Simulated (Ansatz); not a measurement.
A calculation with Ansatz 0.2.0 of C (native input, structure typed inline):

Contents of input.yaml:

```yaml
crystal:
  lattice:
    - [1.2331880975, 0.7119814801, 8.2826151019]
    - [-1.2331880975, 0.7119814801, 8.2826151019]
    - [0.0, -1.4239629601, 8.2826151019]
  atoms:
    - { symbol: C, position: [0.08717308, 0.08717308, 0.08717308] }
    - { symbol: C, position: [0.75385006, 0.75385006, 0.75385006] }
    - { symbol: C, position: [0.24614994, 0.24614994, 0.24614994] }
    - { symbol: C, position: [0.91282692, 0.91282692, 0.91282692] }
hamiltonian:
  xc: pbe
  pseudopotentials: { kind: paw, accuracy: standard }
  dispersion: d3bj
kpoints:
  mp_grid: { grid: [12, 12, 12] }
scf:
  occupations: { method: fermi_dirac, width: 0.05 }
output:
  forces: true
  stress: true
  eigenvalues: true
```

Potentials or basis: SSSP efficiency PAW.

The run is started by

```bash
$ ansatz run input.yaml --threads 2 --pin off --max-ram 5120MiB --backend cpu --events-out ev --progress --plain --runs-dir out
```

This isn't the form of C at room conditions, which is graphite.

Write the same calculation in another form: ASE script, Cartesian positions.

As run:

The input run.py:

```python
import json

import ase.io
import numpy as np
from ase.calculators.calculator import CalculationFailed, Calculator
from ase.stress import full_3x3_to_voigt_6_stress
from ase.units import GPa

import ansatz as az

class AnsatzCalculator(Calculator):
    implemented_properties = ["energy", "free_energy", "forces", "stress", "magmom"]

    def calculate(self, atoms, properties, system_changes):
        super().calculate(atoms, properties, system_changes)
        structure = atoms.copy()
        structure.set_constraint()
        structure.set_momenta(None)
        structure.set_masses(None)
        outcome = (
            az.Crystal.from_ase(structure)
            .calculation()
            .basis(xc_grid=2)
            .kpoints(12, 12, 12)
            .functional("pbe", dispersion="d3bj")
            .pseudopotentials(kind="paw", accuracy="standard")
            .scf(tolerance=2e-10)
            .occupations(method="fermi_dirac", width=0.05)
            .forces()
            .stress()
            .run(threads=2)
        )
        if not outcome.report["converged"]:
            raise CalculationFailed("SCF not converged")
        report = outcome.report
        self.results = {
            "free_energy": report["lagrangian_ev"],
            "energy": report["lagrangian_ev"],
            "forces": np.array(report["forces_ev_ang"]),
            "stress": -GPa * full_3x3_to_voigt_6_stress(report["stress_gpa"]),
            "magmom": report["magnetization_mub"],
        }

np.set_printoptions(precision=5, suppress=True, linewidth=110)
atoms = ase.io.read("C.xyz")
atoms.calc = AnsatzCalculator()
print(f"free energy {atoms.get_potential_energy():.6f} eV")
print("forces (eV/A)", atoms.get_forces(), sep="\n")
print("stress (GPa, Voigt, tension positive)", atoms.get_stress() / GPa, sep="\n")
print(f"moment {atoms.get_magnetic_moment():.4f} muB")
```

File C.xyz:

```xyz
4
Lattice="1.2331880975 0.7119814801 8.2826151019 -1.2331880975 0.7119814801 8.2826151019 0.0000000000 -1.4239629601 8.2826151019" Properties=species:S:1:pos:R:3 pbc="T T T"
C      0.0000000000      0.0000000000      2.1660632067
C      0.0000000000      0.0000000001     18.7315496746
C      0.0000000000      0.0000000000      6.1162956311
C      0.0000000000      0.0000000001     22.6817820990
```

Potentials or basis: SSSP efficiency PAW.

Run with:

```console
$ python run.py
```

Both were run:

|  | native input, structure typed inline | ASE script, Cartesian positions |
| --- | --- | --- |
| Pressure | -0.6 GPa | -0.6 GPa |
| Largest force | 0.005 eV/Å | 0.005 eV/Å |

Keys that steer only the numerical path or the files written may differ.
